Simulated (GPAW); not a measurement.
# Ta (Im-3m) in GPAW: a series of runs

Aim: see how the results for Ta move with the level of theory and the settings. Levels: revPBE+D3, LDA, BEEF-vdW. Tasks: equation of state.

Everything below comes from runs of GPAW 26.7.0. Logs are shortened: lines on timing, memory, paths and dates and some standing lists are left out, and cuts for length are marked. The log counts tension as positive stress, the text compression.

**Experimental background.**

From “Refinement of the equation of state of tantalum”, 2004, arxiv:cond-mat/0403080, for a bulk crystal of Ta: bulk modulus 194 GPa.

How close the calculation comes is told below.

## 1. The crystal as given

It takes space group Im-3m (No. 229, cubic). The conventional cell has a = 3.303 Å, b = 3.303 Å, c = 3.303 Å, α = 90.00°, β = 90.00°, γ = 90.00°. Around Ta (site symmetry m-3m) lie 8 Ta at 2.86 Å.

## 2. Equation of state, revPBE+D3

The input, run.py:

```python
from ase.calculators.mixing import SumCalculator
from ase.eos import EquationOfState
from ase.io import Trajectory
from ase.spacegroup import crystal
from ase.units import GPa
from dftd3.ase import DFTD3
from gpaw import GPAW, PW

# Ta 2a
atoms = crystal(['Ta'],
                basis=[[0.0, 0.0, 0.0]],
                spacegroup=229, setting=1,  # Im-3m
                cellpar=[3.30256, 3.30256, 3.30256, 90.0, 90.0, 90.0],
                primitive_cell=True)

traj = Trajectory('eos.traj', 'w')
volumes, energies = [], []
for x in [0.94, 0.96, 0.98, 1.0, 1.02, 1.04, 1.06]:
    a = atoms.copy()
    a.set_cell(atoms.cell * x**(1 / 3), scale_atoms=True)
    calc = GPAW(mode=PW(600),
                xc='revPBE',
                kpts={'size': (11, 11, 11), 'gamma': True},
                occupations={'name': 'fermi-dirac', 'width': 0.05},
                nbands=15,
                convergence={'density': 1e-05, 'energy': 1e-05},
                maxiter=150,
                txt=f'eos-{x:.2f}.txt')
    a.calc = SumCalculator([calc, DFTD3(method='revpbe', damping='d3zero')])
    energies.append(a.get_potential_energy())
    volumes.append(a.get_volume())
    p = -a.get_stress()[:3].mean() / GPa
    calc.write(f'eos-{x:.2f}.gpw')
    traj.write(a)
    print(f'{x:.2f} {volumes[-1]:10.4f} A^3 {energies[-1]:14.6f} eV {p:9.3f} GPa', flush=True)

v0, e0, B = EquationOfState(volumes, energies, eos='birchmurnaghan').fit()
print(f'V0 = {v0:.4f} A^3, E0 = {e0:.6f} eV, B0 = {B / GPa:.2f} GPa')
```

Potentials or basis: the program's PAW data sets (release 1.2.1) made for this functional, pw.

Launch:

```bash
$ OMP_NUM_THREADS=1 python run.py
```

Log:

```text
__  _  _
 | _ |_)|_||  |
 |__||  | ||/\| - 26.7.0

Input parameters:
  mode=PW(ecut=600.0),
  convergence={'density': 1e-05, 'energy': 1e-05},
  kpts=MonkhorstPack(size=(11, 11, 11), gamma=True),
  maxiter=150,
  nbands=15,
  occupations=Occupations(name='fermi-dirac', width=0.05),
  xc=XC(name='revPBE')

Diagonalizing LCAO Hamiltonian
Converting LCAO to pw mode

       Ta

Atoms  # Å, Bohr magnetons
|   | symbol |        x |        y |        z |    initial magnetic moments |
|---|--------|----------|----------|----------|-----------------------------|
| 0 |     Ta | 0.000000 | 0.000000 | 0.000000 | ( 0.0000,  0.0000,  0.0000) |

Unit cell  # Å
| periodic |         x |         y |         z |  lengths |     angles |
|----------|-----------|-----------|-----------|----------|------------|
|      yes | -1.628963 |  1.628963 |  1.628963 | 2.821446 | 109.471221 |
|      yes |  1.628963 | -1.628963 |  1.628963 | 2.821446 | 109.471221 |
|      yes |  1.628963 |  1.628963 | -1.628963 | 2.821446 | 109.471221 |

Number of symmetries: 48
Symmetry operations  # r_c * U_cc + t_c -> r_c
|    | kind |            matrix            |
|----|------|------------------------------|
|  0 |  σ   |  1, 1, 1,  0, 0,-1,  0,-1, 0 |
|  1 |  C4  |  1, 1, 1,  0, 0,-1, -1, 0, 0 |
|  2 |  C2  |  1, 1, 1,  0,-1, 0,  0, 0,-1 |
|  3 |  S6  |  1, 1, 1,  0,-1, 0, -1, 0, 0 |
|  4 |  S6  |  1, 1, 1, -1, 0, 0,  0, 0,-1 |
|  5 |  C4  |  1, 1, 1, -1, 0, 0,  0,-1, 0 |
|  6 |  E   |  1, 0, 0,  0, 1, 0,  0, 0, 1 |
|  7 |  σ   |  1, 0, 0,  0, 1, 0, -1,-1,-1 |
|  8 |  σ   |  1, 0, 0,  0, 0, 1,  0, 1, 0 |
|  9 |  C3  |  1, 0, 0,  0, 0, 1, -1,-1,-1 |
| 10 |  C3  |  1, 0, 0, -1,-1,-1,  0, 1, 0 |
| 11 |  σ   |  1, 0, 0, -1,-1,-1,  0, 0, 1 |
| 12 |  σ   |  0, 1, 0,  1, 0, 0,  0, 0, 1 |
| 13 |  C2  |  0, 1, 0,  1, 0, 0, -1,-1,-1 |
| 14 |  C3  |  0, 1, 0,  0, 0, 1,  1, 0, 0 |
| 15 |  S4  |  0, 1, 0,  0, 0, 1, -1,-1,-1 |
| 16 |  S4  |  0, 1, 0, -1,-1,-1,  1, 0, 0 |
| 17 |  C3  |  0, 1, 0, -1,-1,-1,  0, 0, 1 |
| 18 |  C3  |  0, 0, 1,  1, 0, 0,  0, 1, 0 |
| 19 |  S4  |  0, 0, 1,  1, 0, 0, -1,-1,-1 |
| 20 |  σ   |  0, 0, 1,  0, 1, 0,  1, 0, 0 |
| 21 |  C3  |  0, 0, 1,  0, 1, 0, -1,-1,-1 |
| 22 |  C2  |  0, 0, 1, -1,-1,-1,  1, 0, 0 |
| 23 |  S4  |  0, 0, 1, -1,-1,-1,  0, 1, 0 |
| 24 |  C4  |  0, 0,-1,  1, 1, 1,  0,-1, 0 |
| 25 |  σ   |  0, 0,-1,  1, 1, 1, -1, 0, 0 |
| 26 |  S6  |  0, 0,-1,  0,-1, 0,  1, 1, 1 |
| 27 |  C2  |  0, 0,-1,  0,-1, 0, -1, 0, 0 |
| 28 |  C4  |  0, 0,-1, -1, 0, 0,  1, 1, 1 |
| 29 |  S6  |  0, 0,-1, -1, 0, 0,  0,-1, 0 |
| 30 |  S6  |  0,-1, 0,  1, 1, 1,  0, 0,-1 |
| 31 |  C4  |  0,-1, 0,  1, 1, 1, -1, 0, 0 |
| 32 |  C4  |  0,-1, 0,  0, 0,-1,  1, 1, 1 |
| 33 |  S6  |  0,-1, 0,  0, 0,-1, -1, 0, 0 |
| 34 |  σ   |  0,-1, 0, -1, 0, 0,  1, 1, 1 |
| 35 |  C2  |  0,-1, 0, -1, 0, 0,  0, 0,-1 |
| 36 |  C2  | -1, 0, 0,  1, 1, 1,  0, 0,-1 |
| 37 |  S6  | -1, 0, 0,  1, 1, 1,  0,-1, 0 |
| 38 |  S6  | -1, 0, 0,  0, 0,-1,  1, 1, 1 |
| 39 |  C2  | -1, 0, 0,  0, 0,-1,  0,-1, 0 |
| 40 |  C2  | -1, 0, 0,  0,-1, 0,  1, 1, 1 |
| 41 |  i   | -1, 0, 0,  0,-1, 0,  0, 0,-1 |
| 42 |  S4  | -1,-1,-1,  1, 0, 0,  0, 1, 0 |
| 43 |  C3  | -1,-1,-1,  1, 0, 0,  0, 0, 1 |
| 44 |  C3  | -1,-1,-1,  0, 1, 0,  1, 0, 0 |
| 45 |  σ   | -1,-1,-1,  0, 1, 0,  0, 0, 1 |
| 46 |  S4  | -1,-1,-1,  0, 0, 1,  1, 0, 0 |
| 47 |  C2  | -1,-1,-1,  0, 0, 1,  0, 1, 0 |

BZ-sampling:
  Number of BZ points: 1331
  Number of IBZ points: 56

  Monkhorst-Pack size: [11, 11, 11]
  Monkhorst-Pack shift: [0, 0, 0]

K-points  # in reciprocal-cell coordinates
|     |                                coordinates |     weight |
|-----|--------------------------------------------|------------|
|   0 | (  0.00000000,   0.00000000,   0.00000000) | 0.00075131 |
|   1 | (  0.09090909,   0.00000000,   0.00000000) | 0.00901578 |
|   2 | (  0.09090909,   0.09090909,  -0.09090909) | 0.00450789 |
|   3 | (  0.18181818,   0.00000000,  -0.09090909) | 0.01803156 |
|   4 | (  0.18181818,   0.00000000,   0.00000000) | 0.00901578 |
|   5 | (  0.18181818,   0.09090909,  -0.09090909) | 0.01803156 |
|   6 | (  0.18181818,   0.18181818,  -0.18181818) | 0.00450789 |
|   7 | (  0.27272727,  -0.09090909,  -0.09090909) | 0.00601052 |
|   8 | (  0.27272727,   0.00000000,  -0.09090909) | 0.03606311 |
|   9 | (  0.27272727,   0.00000000,   0.00000000) | 0.00901578 |
| ... |                                            |            |
|  55 | (  0.45454545,   0.45454545,   0.45454545) | 0.00601052 |

Plane wave coefficients: 603
Cutoff: 600.0 eV

Spin-components: 1 (collinear spins)
Bands:           15
Projectors:      6
Spin-degeneracy: 2
Datatype:        complex128

Parallelization:
  kpt:    1
  domain: 1
  band:   1

Density:
  Valence electrons: 13.0
  Components: 1
  Grid points: [16 16 16]
  Charge: 0.0  # |e|

Potential:
  Grid points: [16 16 16]

species:
  Ta:
    name:    Tantalum
    Z:       73.0
    valence: 13
    core:    60
    charge:  0.0  # [|e|]
    compensation charges:
      type: gauss
      rc: 0.42  # [Å]
      lmax: 2
    cutoffs:
      filter: 2.36  # [Å]
      core: 3.45  # [Å]
    projectors
    | kind |    occ | energy [eV] | rcut [Å] |
    |------|--------|-------------|----------|
    |   5s |  2.000 |     -72.760 |    1.365 |
    |   6s |  2.000 |      -5.377 |    1.365 |
    |   5p |  6.000 |     -39.398 |    1.349 |
    |   6p |  0.000 |      -1.371 |    1.349 |
    |   5d |  3.000 |      -3.553 |    1.307 |
    |    d |        |      23.658 |    1.307 |

    Using partial waves for Ta as LCAO basis

Reference energy: -424181.745723  # eV

eigensolver:
  PPCG
  Converge bands: occupied
  niter=2

density mixing:
  MSR1-Mixer
  Pratt-step length: 0.05
  Maximum mixing coefficient: 0.75
  Old densities: 10
  SVD Regularization: 0.005
  Good broyden scale: 1.0
  Trust region scale: 1.0
  Backstep threshold: 4.0
  History deletion threshold: 6.0
  Fourier metric: weight=20.0, sigma=0.015

occupation numbers:
  Fermi-Dirac:
    width: 0.0500  # eV

poisson solver:
  ecut: 4800.0  # eV

xc functional:
  name: revPBE with 2 nearest neighbor stencil

convergence criteria:
[... 6 lines left out ...]
|iter     | |      energy | eigst |  dens |
|---------|-|-------------|-------|-------|
|iter:   1| |   -9.537543 | -0.08 |       |
|iter:   2| |   -9.516148 | -3.20 | -1.31 |
|iter:   3| |   -9.417867 | -2.10 | -1.34 |
|iter:   4| |   -9.423830 | -3.47 | -2.01 |
|iter:   5| |   -9.425590 | -4.38 | -2.40 |
|iter:   6| |   -9.425593 | -6.73 | -3.86 |
|iter:   7| |   -9.425593c| -7.58c| -4.24 |
|iter:   8| |   -9.425593c| -9.07c| -5.31c|

Converged in 8 steps
Energy contributions relative to reference atoms: (reference = -424181.745723)

Energy contributions:
  Kinetic:          13.658315
  Coulomb:         -13.214180
  Zero:             -0.249825
  External:          0.000000
  Xc:               -9.616638
  Entropy:          -0.006529
  Spinorbit:         0.000000
  ----------------------------
  Free energy:      -9.428857
  Extrapolated:     -9.425593

dipole moment: (-5.841509, -5.841509, -5.841509)  # |e|*Ang

Fermi level: 12.473
Eigenvalues  # (at kpt = [0.000, 0.000, 0.000])
| band index |      eig [eV] | occ [0-2] |
|------------|---------------|-----------|
|          0 |       -54.405 |     2.000 |
|          1 |       -20.495 |     2.000 |
|          2 |       -20.495 |     2.000 |
|          3 |       -20.495 |     2.000 |
|          4 |         4.459 |     2.000 |
|          5 |        13.224 |     0.000 |
|          6 |        13.224 |     0.000 |
|          7 |        13.224 |     0.000 |
|          8 |        16.608 |     0.000 |
|          9 |        16.608 |     0.000 |
|         10 |        27.512 |     0.000 |
|         11 |        27.512 |     0.000 |
|         12 |        27.512 |     0.000 |
|        ... |               |           |
|         14 |        39.068 |     0.000 |

No gap
No difference between direct/indirect transitions

Stress tensor  # eV/Ang^3
|         x |         y |         z |
|-----------|-----------|-----------|
| -0.093008 |  0.000000 |  0.000000 |
|  0.000000 | -0.093008 | -0.000000 |
|  0.000000 | -0.000000 | -0.093008 |

# Writing to eos-0.96.gpw (mode='')
```

Run time: 72 s. Hardware: 1 thread of Arm Neoverse V1, shared host; peak memory 0.21 GiB.

Results:

| Item | Value |
| --- | --- |
| Equilibrium volume | 17.42 Å³/atom |
| Bulk modulus | 220 GPa |
| Pressure derivative of the bulk modulus | 4.5 |

Energy against volume, from the lowest point:
| volume (Å³/atom) | energy (meV/atom) |
| --- | --- |
| 16.930 | 9.21 |
| 17.290 | 0.00 |
| 17.650 | 1.44 |
| 18.010 | 12.45 |
| 18.371 | 31.88 |
| 18.731 | 58.90 |
| 19.091 | 92.75 |

The run has no spin-orbit coupling, so splittings on Ta are missing.

## 3. Equation of state, LDA

The input, run.py:

```python
import spglib
from ase import Atoms
from ase.eos import EquationOfState
from ase.io import Trajectory, read
from ase.units import GPa
from gpaw import GPAW, PW, setup_paths

setup_paths.insert(0, '.')

atoms = read('Ta.cif')
cell, positions, numbers = spglib.find_primitive(
    (atoms.cell[:], atoms.get_scaled_positions(), atoms.numbers), symprec=1e-4)
atoms = Atoms(numbers, cell=cell, scaled_positions=positions, pbc=True)

traj = Trajectory('eos.traj', 'w')
volumes, energies = [], []
for x in [0.94, 0.96, 0.98, 1.0, 1.02, 1.04, 1.06]:
    a = atoms.copy()
    a.set_cell(atoms.cell * x**(1 / 3), scale_atoms=True)
    calc = GPAW(mode=PW(600),
                xc='LDA',
                kpts={'size': (11, 11, 11), 'gamma': True},
                occupations={'name': 'fermi-dirac', 'width': 0.05},
                nbands=15,
                convergence={'density': 1e-05, 'energy': 1e-05},
                maxiter=150,
                txt=f'eos-{x:.2f}.txt')
    a.calc = calc
    energies.append(a.get_potential_energy(force_consistent=True))
    volumes.append(a.get_volume())
    p = -a.get_stress()[:3].mean() / GPa
    calc.write(f'eos-{x:.2f}.gpw')
    traj.write(a)
    print(f'{x:.2f} {volumes[-1]:10.4f} A^3 {energies[-1]:14.6f} eV {p:9.3f} GPa', flush=True)

v0, e0, B = EquationOfState(volumes, energies, eos='birchmurnaghan').fit()
print(f'V0 = {v0:.4f} A^3, E0 = {e0:.6f} eV, B0 = {B / GPa:.2f} GPa')
```

The input, Ta.cif:

```cif
data_Ta
_cell_length_a 3.30256000
_cell_length_b 3.30256000
_cell_length_c 3.30256000
_cell_angle_alpha 90.00000000
_cell_angle_beta 90.00000000
_cell_angle_gamma 90.00000000
_space_group_name_H-M_alt 'Im-3m'
_space_group_name_Hall '-I 4 2 3'
_space_group_IT_number 229
loop_
_space_group_symop_operation_xyz
'x,y,z'
'-x,-y,-z'
'-y,x,z'
'y,-x,-z'
'-x,-y,z'
'x,y,-z'
'y,-x,z'
'-y,x,-z'
'x,-y,-z'
'-x,y,z'
'-y,-x,-z'
'y,x,z'
'-x,y,-z'
'x,-y,z'
'y,x,-z'
'-y,-x,z'
'z,x,y'
'-z,-x,-y'
'z,-y,x'
'-z,y,-x'
'z,-x,-y'
'-z,x,y'
'z,y,-x'
'-z,-y,x'
'-z,x,-y'
'z,-x,y'
'-z,-y,-x'
'z,y,x'
'-z,-x,y'
'z,x,-y'
'-z,y,x'
'z,-y,-x'
'y,z,x'
'-y,-z,-x'
'x,z,-y'
'-x,-z,y'
'-y,z,-x'
'y,-z,x'
'-x,z,y'
'x,-z,-y'
'-y,-z,x'
'y,z,-x'
'-x,-z,-y'
'x,z,y'
'y,-z,-x'
'-y,z,x'
'x,-z,y'
'-x,z,-y'
'x+1/2,y+1/2,z+1/2'
'-x+1/2,-y+1/2,-z+1/2'
'-y+1/2,x+1/2,z+1/2'
'y+1/2,-x+1/2,-z+1/2'
'-x+1/2,-y+1/2,z+1/2'
'x+1/2,y+1/2,-z+1/2'
'y+1/2,-x+1/2,z+1/2'
'-y+1/2,x+1/2,-z+1/2'
'x+1/2,-y+1/2,-z+1/2'
'-x+1/2,y+1/2,z+1/2'
'-y+1/2,-x+1/2,-z+1/2'
'y+1/2,x+1/2,z+1/2'
'-x+1/2,y+1/2,-z+1/2'
'x+1/2,-y+1/2,z+1/2'
'y+1/2,x+1/2,-z+1/2'
'-y+1/2,-x+1/2,z+1/2'
'z+1/2,x+1/2,y+1/2'
'-z+1/2,-x+1/2,-y+1/2'
'z+1/2,-y+1/2,x+1/2'
'-z+1/2,y+1/2,-x+1/2'
'z+1/2,-x+1/2,-y+1/2'
'-z+1/2,x+1/2,y+1/2'
'z+1/2,y+1/2,-x+1/2'
'-z+1/2,-y+1/2,x+1/2'
'-z+1/2,x+1/2,-y+1/2'
'z+1/2,-x+1/2,y+1/2'
'-z+1/2,-y+1/2,-x+1/2'
'z+1/2,y+1/2,x+1/2'
'-z+1/2,-x+1/2,y+1/2'
'z+1/2,x+1/2,-y+1/2'
'-z+1/2,y+1/2,x+1/2'
'z+1/2,-y+1/2,-x+1/2'
'y+1/2,z+1/2,x+1/2'
'-y+1/2,-z+1/2,-x+1/2'
'x+1/2,z+1/2,-y+1/2'
'-x+1/2,-z+1/2,y+1/2'
'-y+1/2,z+1/2,-x+1/2'
'y+1/2,-z+1/2,x+1/2'
'-x+1/2,z+1/2,y+1/2'
'x+1/2,-z+1/2,-y+1/2'
'-y+1/2,-z+1/2,x+1/2'
'y+1/2,z+1/2,-x+1/2'
'-x+1/2,-z+1/2,-y+1/2'
'x+1/2,z+1/2,y+1/2'
'y+1/2,-z+1/2,-x+1/2'
'-y+1/2,z+1/2,x+1/2'
'x+1/2,-z+1/2,y+1/2'
'-x+1/2,z+1/2,-y+1/2'
loop_
_atom_site_label
_atom_site_type_symbol
_atom_site_symmetry_multiplicity
_atom_site_Wyckoff_symbol
_atom_site_fract_x
_atom_site_fract_y
_atom_site_fract_z
_atom_site_occupancy
Ta1 Ta 2 a 0.0000000000 0.0000000000 0.0000000000 1
```

Potentials or basis: PAW data sets generated in the run's folder for this functional, pw.

Launch:

```bash
$ gpaw-setup -f LDA Ta
$ OMP_NUM_THREADS=1 python run.py
```

It took 76 s on 1 thread of Arm Neoverse V1, shared host; peak memory 0.2 GiB.

The run converged. Its results:

```
Equilibrium volume                      : 17.20 Å³/atom
Bulk modulus                            : 228 GPa
Pressure derivative of the bulk modulus : 4.4
```

Energy against volume, from the lowest point:
```tsv
volume (Å³/atom)	energy (meV/atom)
16.930	2.80
17.290	0.00
17.650	7.61
18.010	24.55
18.371	49.81
18.731	82.51
19.091	121.85
```

## 4. Equation of state, BEEF-vdW

The input, run.py:

```python
from ase.eos import EquationOfState
from ase.io import Trajectory, read
from ase.units import GPa
from gpaw import GPAW, PW

atoms = read('POSCAR')

traj = Trajectory('eos.traj', 'w')
volumes, energies = [], []
for x in [0.94, 0.96, 0.98, 1.0, 1.02, 1.04, 1.06]:
    a = atoms.copy()
    a.set_cell(atoms.cell * x**(1 / 3), scale_atoms=True)
    calc = GPAW(mode=PW(600),
                xc={'name': 'BEEF-vdW', 'backend': 'libvdwxc'},
                kpts={'size': (11, 11, 11), 'gamma': True},
                occupations={'name': 'fermi-dirac', 'width': 0.05},
                nbands=15,
                convergence={'density': 1e-05, 'energy': 1e-05},
                maxiter=150,
                txt=f'eos-{x:.2f}.txt')
    a.calc = calc
    energies.append(a.get_potential_energy(force_consistent=True))
    volumes.append(a.get_volume())
    calc.write(f'eos-{x:.2f}.gpw')
    traj.write(a)
    print(f'{x:.2f} {volumes[-1]:10.4f} A^3 {energies[-1]:14.6f} eV', flush=True)

v0, e0, B = EquationOfState(volumes, energies, eos='birchmurnaghan').fit()
print(f'V0 = {v0:.4f} A^3, E0 = {e0:.6f} eV, B0 = {B / GPa:.2f} GPa')
```

The input, POSCAR:

```
Ta
1.0
   -1.6512800000      1.6512800000      1.6512800000
    1.6512800000     -1.6512800000      1.6512800000
    1.6512800000      1.6512800000     -1.6512800000
Ta
1
Direct
    0.0000000000      0.0000000000      0.0000000000
```

Potentials or basis: GPAW PAW data sets (gpaw-data 1.2.1), pw.

Launch:

```bash
$ OMP_NUM_THREADS=1 python run.py
```

Run time: 75 s. Hardware: 1 thread of Arm Neoverse V1, shared host; peak memory 0.22 GiB.

Results (log left out):

* Equilibrium volume: 18.51 Å³/atom
* Bulk modulus: 194 GPa
* Pressure derivative of the bulk modulus: 3.9

Energy against volume, from the lowest point:
```csv
volume (Å³/atom),energy (meV/atom)
16.930,94.10
17.290,53.99
17.650,25.52
18.010,7.93
18.371,0.00
18.731,0.86
19.091,9.76
```

Caveat: the PAW data sets were made with another functional, which shifts forces and pressure a little.

## 5. Summary

```tsv
level	potentials or basis	V0 of scaled cells (Å³/atom)	B0 (GPa)
revPBE+D3	the program's PAW data sets (release 1.2.1) made for this functional, pw	17.42	220
LDA	PAW data sets generated in the run's folder for this functional, pw	17.20	228
BEEF-vdW	GPAW PAW data sets (gpaw-data 1.2.1), pw	18.51	194
```

Alike in all rows: task equation of state; no spin polarisation; cell as given; k mesh 11 × 11 × 11; cutoff (eV) 600; smearing fermi-dirac 0.05 eV.

Caveats: the PAW data sets were made with another functional, which shifts forces and pressure a little (some runs).

Total energies depend on the potentials used, so only differences within one code and one set of settings carry meaning.

## 6. Comparison with measurements

Step 2. Measured bulk modulus of Ta: 194 GPa (quoted in “Refinement of the equation of state of tantalum”, 2004, arxiv:cond-mat/0403080). This calculation gives 220 GPa (+13.4 %). The fit is for a static lattice scaled at fixed shape and fixed fractional positions.

Step 3. Against the measured bulk modulus of Ta, 194 GPa (quoted in “Refinement of the equation of state of tantalum”, 2004, arxiv:cond-mat/0403080), the calculated 228 GPa is off by +17.3 %. The fit is for a static lattice scaled at fixed shape and fixed fractional positions.

Step 4. Against the measured bulk modulus of Ta, 194 GPa (quoted in “Refinement of the equation of state of tantalum”, 2004, arxiv:cond-mat/0403080), the calculated 194 GPa is off by 0.0 %. The fit is for a static lattice scaled at fixed shape and fixed fractional positions.
